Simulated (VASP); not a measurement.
# Hg, self-consistent run: which settings are enough?

Hg, P1 (no. 1), 54 atoms in the cell. PBEsol; PAW potentials Hg (PBE set). VASP 6.6.1.

Wanted: energy within 2 meV/atom; forces within 0.01 eV/Å.

What the run is for: forces in a large cell; Accuracy asked: standard; Cell repeated: 3 × 3 × 2.

POSCAR:
```
Hg
1.0
   13.6200000000      0.0000000000      0.0000000000
   -6.8100000000     11.7952659996      0.0000000000
    0.0000000000      0.0000000000      7.7400000000
Hg
54
Direct
    0.2210280000      0.1100420000      0.2576490000
    0.2200540000      0.1115000000      0.7577880000
    0.2214470000      0.4459080000      0.2521330000
    0.2202690000      0.4447400000      0.7559750000
    0.2257720000      0.7759140000      0.2470630000
    0.2235370000      0.7804550000      0.7516050000
    0.5568290000      0.1104560000      0.2509140000
    0.5537310000      0.1116700000      0.7439980000
    0.5517600000      0.4436120000      0.2502860000
    0.5569900000      0.4429990000      0.7497670000
    0.5567940000      0.7757210000      0.2448570000
    0.5579360000      0.7793170000      0.7476460000
    0.8913130000      0.1149950000      0.2543030000
    0.8879050000      0.1106650000      0.7482130000
    0.8877120000      0.4457430000      0.2443070000
[... 26 lines left out ...]
    0.1126510000      0.8905640000      0.7543800000
    0.4442250000      0.2250870000      0.2535410000
    0.4428850000      0.2204220000      0.7554740000
    0.4491170000      0.5577280000      0.2442880000
    0.4447840000      0.5524860000      0.7464210000
    0.4383290000      0.8837630000      0.2533990000
    0.4416470000      0.8844230000      0.7459730000
    0.7787440000      0.2230590000      0.2516520000
    0.7756670000      0.2212840000      0.7497900000
    0.7791440000      0.5566040000      0.2496310000
    0.7736010000      0.5533480000      0.7509720000
    0.7806420000      0.8889760000      0.2469020000
    0.7762900000      0.8864190000      0.7466210000
```

The series start from Plane-wave cutoff (eV): 270; Projection operators (LREAL): Auto, ROPT -0.00025; Electronic threshold (eV): 1e-5; Parallel layout: defaults; Program: vasp_std; Electronic algorithm: ALGO=Normal; Data layout and linear algebra: defaults. Each series keeps the choices made before it, and each single choice may use up half of a tolerance.

## Plane-wave cutoff (eV)

| Plane-wave cutoff (eV) | Energy less reference (meV/atom) | Forces, largest deviation (eV/Å) | SCF iterations | Time (s) |
|---|---|---|---|---|
| 210 | 23.7 | 0.032 | 13 | 105 |
| 240 | -4.4 | 0.007 | 13 | 106 |
| 270 | -5.9 | 0.004 | 13 | 118 |
| 310 | -3.5 | 0.002 | 13 | 123 |
| 380 (reference) | 0.0 | 0.000 | 13 | 159 |

## Projection operators (LREAL)

| Projection operators (LREAL) | Energy less reference (meV/atom) | Forces, largest deviation (eV/Å) | SCF iterations | Time (s) |
|---|---|---|---|---|
| Auto, ROPT -0.005 | -4.3 | 0.026 | 13 | 137 |
| Auto, ROPT -0.002 | -0.6 | 0.024 | 13 | 146 |
| Auto, ROPT -0.001 | 0.2 | 0.020 | 13 | 159 |
| Auto, ROPT -0.0005 | -0.1 | 0.007 | 13 | 129 |
| Auto, ROPT -0.00025 | -0.5 | 0.002 | 13 | 159 |
| Auto, ROPT -0.0001 | -0.5 | 0.001 | 13 | 131 |
| False (reference) | 0.0 | 0.000 | 13 | 217 |

## Electronic threshold (eV)

| Electronic threshold (eV) | Energy less reference (meV/atom) | Forces, largest deviation (eV/Å) | SCF iterations | Time (s) |
|---|---|---|---|---|
| 0.001 | 0.0 | 0.006 | 10 | 105 |
| 0.0001 | 0.0 | 0.001 | 12 | 91 |
| 1e-5 | 0.0 | 0.000 | 13 | 159 |
| 1e-6 | 0.0 | 0.000 | 14 | 101 |
| 1e-7 (reference) | 0.0 | 0.000 | 18 | 124 |

## Parallel layout

| Parallel layout | Energy less reference (meV/atom) | Forces, largest deviation (eV/Å) | SCF iterations | Time (s) |
|---|---|---|---|---|
| defaults | 0.0 | 0.000 | 12 | 91 |
| NCORE=2 | 0.0 | 0.000 | 12 | 100 |
| NCORE=4 | 0.0 | 0.000 | 12 | 77 |
| NCORE=8 | 0.0 | 0.000 | 12 | 75 |
| NPAR=2 | 0.0 | 0.000 | 12 | 75 |

## Program

| Program | Energy less reference (meV/atom) | Forces, largest deviation (eV/Å) | SCF iterations | Time (s) |
|---|---|---|---|---|
| vasp_std | 0.0 | 0.000 | 12 | 91 |
| vasp_gam | 0.0 | 0.000 | 12 | 65 |

## Electronic algorithm

| Electronic algorithm | Energy less reference (meV/atom) | Forces, largest deviation (eV/Å) | SCF iterations | Time (s) |
|---|---|---|---|---|
| ALGO=Normal | 0.0 | 0.000 | 12 | 91 |
| ALGO=Fast | 0.0 | 0.001 | 12 | 70 |
| ALGO=VeryFast | 0.0 | 0.003 | 17 | 79 |
| ALGO=All ISEARCH=1 | 0.0 | 0.010 | 17 | 97 |

## Data layout and linear algebra

| Data layout and linear algebra | Energy less reference (meV/atom) | Forces, largest deviation (eV/Å) | SCF iterations | Time (s) |
|---|---|---|---|---|
| defaults | 0.0 | 0.000 | 12 | 91 |
| LPLANE=False | 0.0 | 0.000 | 12 | 81 |
| LSCALAPACK=False | 0.0 | 0.000 | 12 | 81 |
| LSCALU=True | 0.0 | 0.000 | 12 | 85 |

## Question

The rows run from the loosest to the tightest (no order: parallel layout, program, electronic algorithm, data layout and linear algebra). For each series: choose the loosest value from which every tighter one stays within half of the tolerance; where there is no order, keep the first row unless others stay within half of the tolerance and take at least 30 % less time, and then take the fastest.

## Answer

- Plane-wave cutoff (eV): 380, the tightest run, since the next looser one is off by more than half of the tolerance (convergence isn't shown beyond it)
- Projection operators (LREAL): Auto, ROPT -0.00025
- Electronic threshold (eV): 0.0001
- Parallel layout: defaults
- Program: vasp_std
- Electronic algorithm: ALGO=Normal
- Data layout and linear algebra: defaults

## All choices together

| Input | Energy less reference (meV/atom) | Forces, largest deviation (eV/Å) | Time (s) |
|---|---|---|---|
| the program's defaults (naive) | 0.3 | 0.045 | 74 |
| chosen settings | -0.5 | 0.002 | 91 |
| reference settings throughout | 0.0 | 0.000 | 171 |

The chosen settings stay within the tolerance of the reference run, but the reference itself isn't shown to be converged in: Plane-wave cutoff (eV).

## The input

INCAR:
```
SYSTEM = Hg
ALGO     = Normal         ! electronic algorithm
EDIFF    = 1E-4           ! SCF threshold, eV
ENCUT    = 380            ! plane-wave cutoff, eV
GGA      = PS             ! functional
GGA_COMPAT= .FALSE.      
ISIF     = 2              ! what is computed and relaxed
ISMEAR   = 1              ! smearing method
ISYM     = 0            
LASPH    = .TRUE.         ! aspherical terms in the spheres
LCHARG   = .FALSE.        ! write CHGCAR
LREAL    = Auto         
LWAVE    = .FALSE.        ! write WAVECAR
NELM     = 120            ! most SCF steps
PREC     = Accurate       ! precision mode
ROPT     = -0.00025     
SIGMA    = 0.1            ! smearing width, eV
```

KPOINTS:
```
k-points
0
Gamma
  1 1 1
```

Commands:
```
cat potpaw_PBE.64/Hg/POTCAR > POTCAR
mpirun -np 8 vasp_std > vasp.out
```

Limits: Only the k mesh 1 × 1 × 1 was run, so its error is untested.

The chosen input took VASP 6.6.1 91 s on 8 cores (Intel Xeon Platinum 8375C @ 2.90GHz (Ice Lake)), a shared host.

## An input that fails: Gamma-only program on a mesh of k points

VASP's message: You are using the Gamma-point-only version with more than one k-point or some other non-Gamma k-point.

k mesh: 1 × 1 × 1 becomes 2 × 2 × 2.

Changes against the starting input:
```
- NELM = 120
+ NELM = 78
- vasp_std
+ vasp_gam
(KPOINTS)
-k-points
+Automatic mesh
-  1 1 1
+  2 2 2
+  0 0 0
```
